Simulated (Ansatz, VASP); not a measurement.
# Al: VASP beside Ansatz

```
Al
1.0
     2.76937    0.00000    0.00000
    -1.38468    2.39834    0.00000
     0.00000    0.00000    8.99847
Al
4
Cartesian
  0.0000 0.0000 0.0000
  0.0000 1.5989 2.2496
  0.0000 0.0000 4.4992
  1.3847 0.7994 6.7489
```

This isn't the form of Al at room conditions, which is fcc.

Alike in both runs: task single point; functional LDA; k mesh 9 × 9 × 3; occupations fermi-dirac, width 0.15 eV; no spin polarisation.

```csv
,VASP,Ansatz
version,VASP 6.6.1,Ansatz 0.2.0
potentials or method,"VASP PAW LDA potentials, release 64 (Al)","plane waves, PAW"
plane-wave cutoff (eV),520,510
valence electrons in the cell,12,12
```

```tsv
	VASP	Ansatz	Ansatz less VASP
pressure (GPa)	5.7	5.6	-0.12
largest component of the traceless stress (GPa)	1.51	1.51	-0.001
```
